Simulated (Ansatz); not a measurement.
Theory: Ansatz 0.2.0, DFT PBE, scalar-relativistic, plane waves, PAW. All cells share a 420 eV cutoff and Γ-centred k meshes spaced at most about 0.3 Å⁻¹ (about 0.25 or finer for metals, 2π included). No spin polarisation.

Each guess is relaxed in cell and atoms at zero pressure, on a coarse mesh first where it starts far from rest and then on a converged one. The steps can't lower the symmetry of the start, but it can rise. Energies are static (0 K, no zero-point motion).

Two unrelaxed guesses for Na2H5:

Guess 1.

```
CELL_PARAMETERS angstrom
-3.52077 3.52077 2.77658
3.52077 -3.52077 2.77658
3.52077 3.52077 -2.77658
ATOMIC_POSITIONS crystal
Na 0.75000 0.25000 0.50000
Na 0.25000 0.75000 0.50000
H 0.80138 0.04487 0.84625
H 0.19862 0.95513 0.15375
H 0.04487 0.19862 0.24349
H 0.95513 0.80138 0.75651
H 0.00000 0.00000 0.00000
```

Guess 2.

```
CELL_PARAMETERS angstrom
3.33166 0.00000 0.00000
-1.66583 2.88530 0.00000
0.00000 0.00000 7.37124
ATOMIC_POSITIONS crystal
Na 0.00000 0.00000 0.73318
Na 0.00000 0.00000 0.26682
H 0.33333 0.66667 0.23326
H 0.33333 0.66667 0.76674
H 0.66667 0.33333 0.76674
H 0.66667 0.33333 0.23326
H 0.00000 0.00000 0.50000
```

Question: Where do they end, and which end is lower?

Answer: Guess 2 ends lower, by 0.39 eV/atom. Guess 1: I4/m at 19.7 Å³/atom → I4/mmm at 14.8 Å³/atom; Guess 2: P6/mmm at 10.1 Å³/atom → P6/mmm at 18.9 Å³/atom. Counting H atoms around Na (those within 1.25 times the shortest such distance or 1.15 times the sum of covalent radii), the end of guess 1 has Na 4 and the end of guess 2 has Na 1. The end of guess 2 holds H–H pairs as short as in free H₂ molecules (shortest 0.78 Å); in the end of guess 1 the shortest H–H distance is 1.23 Å. End of guess 1. Conventional cell: a = 5.582 Å, c = 6.632 Å. Na has 4 H at 2.27 Å; H on a site of symmetry m2m has 1 H at 1.23 Å, 2 H at 1.75 Å and 2 Na at 2.27 Å; H on a site of symmetry 4/mmm has 4 H at 1.23 Å (long contacts). End of guess 2. Conventional cell: a = 4.123 Å, c = 8.991 Å. Na is surrounded by 1 H at 1.98 Å; around H on a site of symmetry 3m lies 1 H at 0.78 Å; around H on a site of symmetry 6/mmm lie 2 Na at 1.98 Å.

Ends held by symmetry can be saddle points. Even the lowest of the cells shown lies +0.16 eV/atom against the elements. No dispersion correction is applied, so the spacing and binding between layers, chains or molecules are poorly described (P6/mmm), and this can change margins and order among such cells. With hydrogen, zero-point motion can shift such differences by 10 meV/atom or more. Some candidate types were left out of the draw beforehand, so a known form may be missing.
